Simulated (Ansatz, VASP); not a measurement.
# Pd in VASP and in Ansatz

```
Pd
1.0
     0.00000    1.94461    1.94461
     1.94461    0.00000    1.94461
     1.94461    1.94461    0.00000
Pd
1
Cartesian
  0.0000 0.0000 0.0000
```

Alike in both runs: functional PBE; dispersion D3(BJ); k mesh 18 × 18 × 18; occupations gaussian, width 0.1 eV; no spin polarisation.

Ansatz relaxed the structure, and its values are those at the end. VASP's run is a single point on that final structure, the one shown.

|  | VASP | Ansatz |
| --- | --- | --- |
| version | VASP 6.6.1 | Ansatz 0.2.0 |
| potentials or method | VASP PAW PBE potentials, release 64 (Pd) | scalar-relativistic, plane waves, PAW |
| plane-wave cutoff (eV) | 520 | 420 |
| valence electrons in the cell | 10 | 18 |

Ansatz gave:

```
gap on the k mesh at the Fermi level (eV) : none
pressure (GPa)                            : 0.0
```

Q: Estimate VASP's values.

A: gap on the k mesh at the Fermi level (eV): none; pressure (GPa): -0.3.

A gap of «none» marks a metal or a gap that the smearing closes. The two sets of potentials don't hold the same shells in valence.

Caveats: pairwise dispersion overbinds metals, which lowers pressure and volume.
